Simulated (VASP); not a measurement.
# RbBr: the band gap, functional by functional, part 2 of 3

Aim: the gap of RbBr on one structure at many levels of theory. The starting structure is a measured crystal structure from the Crystallography Open Database. Cell and atoms stay as given. Meshes and data sets differ where the inputs say so.

VASP 6.6.1.

Results so far: LDA 3.936 eV; PBE 4.337 eV; r2SCAN 4.943 eV.

The database entry behind the starting cell differs from later determinations by our own check (0.1 to 0.3 % short, probably kX units), so it need not match the best structure at ambient conditions.

## (6) Bands with LDA + spin-orbit coupling

Level of this step: LDA, spin-orbit coupling; plane waves and PAW (Rb_sv, Br) (VASP).

Spin-orbit coupling is switched on in this step.

The input, INCAR:

```
SYSTEM = RbBr
PREC = Accurate
ENCUT = 350
EDIFF = 1E-06
NELM = 100
ISMEAR = 0
SIGMA = 0.03
LREAL = .FALSE.
ALGO = Normal
GGA = CA
LNONCOLLINEAR = .TRUE.
MAGMOM = 0 0 0 0 0 0
NBANDS = 28
GGA_COMPAT = .FALSE.
LASPH = .TRUE.
LSORBIT = .TRUE.
LORBIT = 11
LWAVE = .FALSE.
LCHARG = .FALSE.
KPAR = 4
```

The input, POSCAR:

```
RbBr
1.0
    0.0000000000      3.4384000000      3.4384000000
    3.4384000000      0.0000000000      3.4384000000
    3.4384000000      3.4384000000      0.0000000000
Rb Br
1 1
Direct
    0.0000000000      0.0000000000      0.0000000000
    0.5000000000      0.5000000000      0.5000000000
```

The input, KPOINTS:

```
Automatic mesh
0
Gamma
6 6 6
0 0 0
```

The input, KPOINTS_OPT:

```
Line mode
10
Line-mode
Reciprocal
  0.00000000   0.00000000   0.00000000 GAMMA
  0.50000000   0.00000000   0.50000000 X

  0.50000000   0.00000000   0.50000000 X
  0.50000000   0.25000000   0.75000000 W

  0.50000000   0.25000000   0.75000000 W
  0.37500000   0.37500000   0.75000000 K

  0.37500000   0.37500000   0.75000000 K
  0.00000000   0.00000000   0.00000000 GAMMA

  0.00000000   0.00000000   0.00000000 GAMMA
  0.50000000   0.50000000   0.50000000 L

  0.50000000   0.50000000   0.50000000 L
  0.62500000   0.25000000   0.62500000 U

  0.62500000   0.25000000   0.62500000 U
  0.50000000   0.25000000   0.75000000 W

  0.50000000   0.25000000   0.75000000 W
  0.50000000   0.50000000   0.50000000 L

  0.50000000   0.50000000   0.50000000 L
  0.37500000   0.37500000   0.75000000 K

  0.62500000   0.25000000   0.62500000 U
  0.50000000   0.00000000   0.50000000 X
```

The projector-augmented-wave data sets are Rb_sv and Br (LDA family, release 64).

Command:

```bash
$ mpirun -np 4 vasp_ncl
```

Log:

```text
[... set-up lines as in an earlier step ...]
 entering main loop
       N       E                     dE             d eps       ncg     rms          rms(c)
DAV:   1     0.765180990918E+02    0.76518E+02   -0.51567E+03   896   0.708E+02
DAV:   2    -0.914658565191E+00   -0.77433E+02   -0.73852E+02  1196   0.167E+02
DAV:   3    -0.686929362766E+01   -0.59546E+01   -0.59319E+01  1368   0.447E+01
DAV:   4    -0.698102361333E+01   -0.11173E+00   -0.11160E+00  1264   0.566E+00
[...]
DAV:  11    -0.674429650532E+01   -0.56233E-04   -0.28337E-05   988   0.332E-02    0.174E-02
DAV:  12    -0.674429841130E+01   -0.19060E-05   -0.74635E-07  1000   0.556E-03    0.295E-03
DAV:  13    -0.674429899187E+01   -0.58057E-06   -0.32130E-07   684   0.361E-03
   1 F= -.67442990E+01 E0= -.67442990E+01  d E =-.526876E-28  mag=    -0.0000     0.0000    -0.0000
 Start KPOINTS_OPT (optional k-point list driver)
k-point batch [1-16\100]
       N       E                     dE             ncg
DAV:   1    -0.116798794956E+04   -0.51740E+04      896
DAV:   2    -0.240937674672E+04   -0.12414E+04     1144
DAV:   3    -0.251548471850E+04   -0.10611E+03     1340
DAV:   4    -0.251737170111E+04   -0.18870E+01     1216
DAV:   5    -0.251741060060E+04   -0.38899E-01     1232
DAV:   6    -0.251741175940E+04   -0.11588E-02     1284
DAV:   7    -0.251741176739E+04   -0.79881E-05     1216
DAV:   8    -0.251741176746E+04   -0.65715E-07      856
[...]
k-point batch [97-100\100]
       N       E                     dE             ncg
DAV:   1     0.409088486345E+04   -0.18181E+04      224
DAV:   2     0.379388667423E+04   -0.29700E+03      288
DAV:   3     0.377035518567E+04   -0.23531E+02      336
DAV:   4     0.376998981119E+04   -0.36537E+00      316
DAV:   5     0.376998283423E+04   -0.69770E-02      316
DAV:   6     0.376998263179E+04   -0.20244E-03      340
DAV:   7     0.376998263078E+04   -0.10091E-05      312
DAV:   8     0.376998263077E+04   -0.10386E-07      236
```

Wall time 43 s (4 MPI ranks of Intel Xeon 6975P-C (Granite Rapids), shared host); peak memory 0.99 GiB.

From OUTCAR (step 6):

```text
  Total       -0.6703984     -0.6703984     -0.6703984      0.0000000     -0.0000000     -0.0000000
  in kB      -13.2112635    -13.2112635    -13.2112635      0.0000000     -0.0000000     -0.0000000
  external PRESSURE =     -13.2112635 kB  Pullay stress =       0.0000000 kB

 POSITION                                       TOTAL-FORCE (eV/Angst)
 -----------------------------------------------------------------------------------
      0.00000      0.00000      0.00000        -0.000000      0.000000     -0.000000
      3.43840      3.43840      3.43840         0.000000     -0.000000      0.000000
 -----------------------------------------------------------------------------------
    total drift:                                0.000000      0.000000      0.000000

  FREE ENERGIE OF THE ION-ELECTRON SYSTEM (eV)
  ---------------------------------------------------
  free  energy   TOTEN  =        -6.7442989919 eV

  energy  without entropy=       -6.7442989919  energy(sigma->0) =       -6.74429899

 magnetization (x)
# of ion       s       p       d       tot
------------------------------------------
    1       -0.000   0.000  -0.000  -0.000
    2       -0.000  -0.000  -0.000  -0.000
--------------------------------------------------
tot         -0.000  -0.000  -0.000  -0.000

 magnetization (y)
# of ion       s       p       d       tot
------------------------------------------
    1       -0.000  -0.000   0.000  -0.000
    2        0.000   0.000   0.000   0.000
--------------------------------------------------
tot         -0.000   0.000   0.000  -0.000

 magnetization (z)
# of ion       s       p       d       tot
------------------------------------------
    1        0.000   0.000   0.000   0.000
    2       -0.000   0.000  -0.000  -0.000
--------------------------------------------------
tot          0.000   0.000   0.000   0.000

[... 1 part as in an earlier step ...]

[... 2 further parts left out ...]
[key lines of the parts left out:]
E-fermi :  -1.6046
```

LDA + spin-orbit coupling gives a direct gap of 3.772 eV. The least gap is -0.164 eV from that of LDA.

## (7) Bands with r2SCAN + spin-orbit coupling

INCAR: that of step 6 with these lines changed.

```diff
@@ -9,3 +9,4 @@
 ALGO = Normal
-GGA = CA
+METAGGA = R2SCAN
+LASPH = .TRUE.
 LNONCOLLINEAR = .TRUE.
@@ -14,3 +15,2 @@
 GGA_COMPAT = .FALSE.
-LASPH = .TRUE.
 LSORBIT = .TRUE.
```

POSCAR is that of step 6.

KPOINTS is that of step 6.

KPOINTS_OPT is that of step 6.

The projector-augmented-wave data sets are Rb_sv and Br (PBE family, release 64).

Command:

```bash
$ mpirun -np 4 vasp_ncl
```

Log:

```text
[... set-up lines as in an earlier step ...]
 entering main loop
       N       E                     dE             d eps       ncg     rms          rms(c)
DAV:   1     0.511716236898E+02    0.51172E+02   -0.52682E+03   896   0.723E+02
DAV:   2    -0.292491557024E+02   -0.80421E+02   -0.76701E+02  1200   0.172E+02
DAV:   3    -0.356466478743E+02   -0.63975E+01   -0.63696E+01  1408   0.465E+01
DAV:   4    -0.357723980029E+02   -0.12575E+00   -0.12550E+00  1276   0.599E+00
[...]
DAV:  11    -0.312009998285E+02   -0.25520E-03   -0.26862E-04  1044   0.104E-01    0.273E-02
DAV:  12    -0.312010367814E+02   -0.36953E-04   -0.34800E-05   956   0.478E-02    0.589E-03
DAV:  13    -0.312010376287E+02   -0.84731E-06   -0.33797E-06  1124   0.101E-02
   1 F= -.31201038E+02 E0= -.31201038E+02  d E =-.225001E-20  mag=     0.0000     0.0000     0.0000
 Start KPOINTS_OPT (optional k-point list driver)
k-point batch [1-16\100]
       N       E                     dE             ncg
DAV:   1    -0.119671666174E+04   -0.52027E+04      896
DAV:   2    -0.252338916318E+04   -0.13267E+04     1152
DAV:   3    -0.263251196185E+04   -0.10912E+03     1328
DAV:   4    -0.263435480292E+04   -0.18428E+01     1252
DAV:   5    -0.263438961108E+04   -0.34808E-01     1200
DAV:   6    -0.263439067165E+04   -0.10606E-02     1308
DAV:   7    -0.263439067808E+04   -0.64333E-05     1144
DAV:   8    -0.263439067814E+04   -0.58646E-07      900
[...]
k-point batch [97-100\100]
       N       E                     dE             ncg
DAV:   1     0.408277459510E+04   -0.18262E+04      224
DAV:   2     0.376556374678E+04   -0.31721E+03      288
DAV:   3     0.374114023215E+04   -0.24424E+02      344
DAV:   4     0.374077026106E+04   -0.36997E+00      320
DAV:   5     0.374076309944E+04   -0.71616E-02      324
DAV:   6     0.374076288754E+04   -0.21190E-03      344
DAV:   7     0.374076288675E+04   -0.79386E-06      292
```

Run time: 2.6 min. Hardware: 4 MPI ranks; peak memory 1.3 GiB; 10 min of CPU time.

From OUTCAR (step 7):

```text
  Total        0.1598289      0.1598289      0.1598289      0.0000000      0.0000000     -0.0000000
  in kB        3.1496828      3.1496828      3.1496828      0.0000000      0.0000000     -0.0000000
  external PRESSURE =       3.1496828 kB  Pullay stress =       0.0000000 kB

 POSITION                                       TOTAL-FORCE (eV/Angst)
 -----------------------------------------------------------------------------------
      0.00000      0.00000      0.00000        -0.000000     -0.000000     -0.000000
      3.43840      3.43840      3.43840         0.000000      0.000000      0.000000
 -----------------------------------------------------------------------------------
    total drift:                                0.000000      0.000000      0.000000

  FREE ENERGIE OF THE ION-ELECTRON SYSTEM (eV)
  ---------------------------------------------------
  free  energy   TOTEN  =       -31.2010376287 eV

  energy  without entropy=      -31.2010376287  energy(sigma->0) =      -31.20103763

 magnetization (x)
# of ion       s       p       d       tot
------------------------------------------
    1        0.000   0.000   0.000   0.000
    2        0.000   0.000   0.000   0.000
--------------------------------------------------
tot          0.000   0.000   0.000   0.000

 magnetization (y)
# of ion       s       p       d       tot
------------------------------------------
    1        0.000   0.000   0.000   0.000
    2        0.000   0.000   0.000   0.000
--------------------------------------------------
tot          0.000   0.000   0.000   0.000

 magnetization (z)
# of ion       s       p       d       tot
------------------------------------------
    1        0.000   0.000  -0.000   0.000
    2       -0.000   0.000  -0.000  -0.000
--------------------------------------------------
tot          0.000   0.000  -0.000   0.000

[... 2 parts as in an earlier step ...]

[... 1 further part left out ...]
[key lines of the parts left out:]
E-fermi :  -1.8496
```

r2SCAN + spin-orbit coupling gives a direct gap of 4.782 eV. The least gap is -0.161 eV from that of r2SCAN.

## (8) Bands with TB-mBJ + spin-orbit coupling

INCAR: that of step 7 with these lines changed.

```diff
@@ -4,3 +4,3 @@
 EDIFF = 1E-06
-NELM = 100
+NELM = 150
 ISMEAR = 0
@@ -9,3 +9,3 @@
 ALGO = Normal
-METAGGA = R2SCAN
+METAGGA = MBJ
 LASPH = .TRUE.
```

POSCAR is that of step 7.

KPOINTS is that of step 7.

KPOINTS_OPT is that of step 7.

Command:

```bash
$ mpirun -np 4 vasp_ncl
```

Log:

```text
[... set-up lines as in an earlier step ...]
 entering main loop
       N       E                     dE             d eps       ncg     rms          rms(c)
DAV:   1     0.370421649005E+03    0.37042E+03   -0.52274E+03   896   0.708E+02
DAV:   2     0.287538896784E+03   -0.82883E+02   -0.79324E+02  1232   0.173E+02
DAV:   3     0.281398173083E+03   -0.61407E+01   -0.61124E+01  1336   0.464E+01
DAV:   4     0.281253978755E+03   -0.14419E+00   -0.14388E+00  1320   0.623E+00
[...]
DAV:   8     0.281160483351E+03   -0.30582E+00   -0.47752E-01   948   0.490E+00    0.108E+01
DAV:   9     0.282950223856E+03    0.17897E+01   -0.27137E+00   916   0.109E+01    0.837E+00
DAV:  10     0.283022056711E+03    0.71833E-01   -0.14926E+00   964   0.887E+00    0.151E+01
[... 130 further cycles ...]
DAV: 141     0.338863236493E+03    0.82869E+01   -0.14137E+02  1152   0.299E+02    0.626E+02
DAV: 142     0.333159371500E+03   -0.57039E+01   -0.29788E+02  1160   0.332E+02    0.604E+02
DAV: 143     0.349998048270E+03    0.16839E+02   -0.67715E+01  1076   0.145E+02    0.583E+02
[...]
DAV: 150     0.355132849612E+03   -0.17771E+02   -0.37308E+02  1108   0.325E+02
 [... a notice as in an earlier step ...]

   1 F= 0.35513285E+03 E0= 0.35513355E+03  d E =-.139942E-02  mag=     0.0000    -0.0000     0.0000
 Start KPOINTS_OPT (optional k-point list driver)
k-point batch [1-16\100]
       N       E                     dE             ncg
DAV:   1     0.243085201131E+04   -0.15751E+04     1784
DAV:   2     0.440367225975E+03   -0.19905E+04     1792
DAV:   3     0.116016277543E+03   -0.32435E+03     1792
DAV:   4     0.364027021091E+02   -0.79614E+02     1792
[...]
DAV:  31    -0.401618977441E+02   -0.27046E-05     1256
DAV:  32    -0.401618991407E+02   -0.13966E-05     1200
DAV:  33    -0.401618998110E+02   -0.67032E-06     1136
[...]
k-point batch [97-100\100]
       N       E                     dE             ncg
DAV:   1     0.498459926008E+04   -0.92442E+03      448
DAV:   2     0.451730452991E+04   -0.46729E+03      448
DAV:   3     0.443870471263E+04   -0.78600E+02      448
DAV:   4     0.441895005304E+04   -0.19755E+02      448
[...]
DAV:  29     0.439741628070E+04   -0.21882E-05      352
DAV:  30     0.439741627965E+04   -0.10462E-05      312
DAV:  31     0.439741627912E+04   -0.52935E-06      304
```

Run time: 6.9 min. Hardware: 4 MPI ranks; peak memory 1.4 GiB.

From OUTCAR (step 8):

```text
  Total      248.2672800    248.2672800    248.2672800      0.0000000      0.0000000     -0.0000000
  in kB     4892.5004970   4892.5004970   4892.5004970      0.0000000      0.0000000     -0.0000000
  external PRESSURE =    4892.5004970 kB  Pullay stress =       0.0000000 kB

 POSITION                                       TOTAL-FORCE (eV/Angst)
 -----------------------------------------------------------------------------------
      0.00000      0.00000      0.00000         0.000000      0.000000      0.000000
      3.43840      3.43840      3.43840         0.000000      0.000000      0.000000
 -----------------------------------------------------------------------------------
    total drift:                               -0.000000     -0.000000     -0.000000

  FREE ENERGIE OF THE ION-ELECTRON SYSTEM (eV)
  ---------------------------------------------------
  free  energy   TOTEN  =       355.1328496124 eV

  energy  without entropy=      355.1342490332  energy(sigma->0) =      355.13354932

 magnetization (x)
# of ion       s       p       d       tot
------------------------------------------
    1       -0.000   0.000   0.000   0.000
    2        0.000  -0.000  -0.000   0.000
--------------------------------------------------
tot          0.000   0.000   0.000   0.000

 magnetization (y)
# of ion       s       p       d       tot
------------------------------------------
    1        0.000   0.000   0.000   0.000
    2        0.000   0.000  -0.000  -0.000
--------------------------------------------------
tot          0.000   0.000   0.000   0.000

 magnetization (z)
# of ion       s       p       d       tot
------------------------------------------
    1       -0.000  -0.000   0.000  -0.000
    2        0.000   0.000   0.000   0.000
--------------------------------------------------
tot          0.000  -0.000   0.000   0.000

[... 2 parts as in an earlier step ...]

[... 1 further part left out ...]
[key lines of the parts left out:]
E-fermi :  11.1377
```

The log as kept lacks single lines of electronic cycles.

The electronic loop didn't reach EDIFF within its 150 cycles (NELM).

(Part 2 of 3 ends here.)

[Lines on the potential files, build, host, timing and source positions are cut from VASP's logs without a mark.]

[Logs are printed without paths, hosts, clocks, repeated set-up lines and the standing remarks that a program may print on its own settings, such as how far it seeks lower states.]

[Hosts, paths, dates, database ids (printed as entryN), source tags and the programs' standing remarks are cut or masked in the printed files.]
